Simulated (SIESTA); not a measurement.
Runs of SIESTA 5.4.2 on Cd. Symmetry: P6_3/mmc, No. 194, hexagonal system. Conventional cell: a = 2.979 Å, b = 2.979 Å, c = 5.618 Å, α = 90.00°, β = 90.00°, γ = 120.00°. Cd (site symmetry -6m2) is surrounded by 12 Cd at 2.98 to 3.29 Å. 

```tsv
potentials or basis	gap on the mesh (eV)	pressure (GPa)
PseudoDojo 0.4 standard (PBE files), TZDP (energy shift 0.003 Ry; two zetas on semicore shells)	none	2.6
PseudoDojo 0.4 standard (PBE files), TZP (energy shift 0.003 Ry; two zetas on semicore shells)	none	(b)
PseudoDojo 0.4 standard (PBE files), DZP (energy shift 0.003 Ry; two zetas on semicore shells)	none	(a)
PseudoDojo 0.4 standard (PBE files), DZDP (energy shift 0.003 Ry; two zetas on semicore shells)	none	2.4
PseudoDojo 0.4 standard (PBE files), SZP (energy shift 0.003 Ry)	none	1.6
```

Alike in all rows: task single point; level PBE; no spin polarisation; cell as given; k mesh 10 × 10 × 5; smearing fermi-dirac 0.05 eV; grid cutoff 800 Ry; energy shift 0.003 Ry.

Task: Estimate the missing entries.

Result: (a) 2.2; (b) 2.3.

Caveats: the basis of atomic orbitals isn't converged, which shifts pressures, moduli and gaps.

A k mesh can miss the band edges, and the runs leave out spin-orbit coupling on Cd.

A gap of «none» marks a metal or a gap under the smearing width.
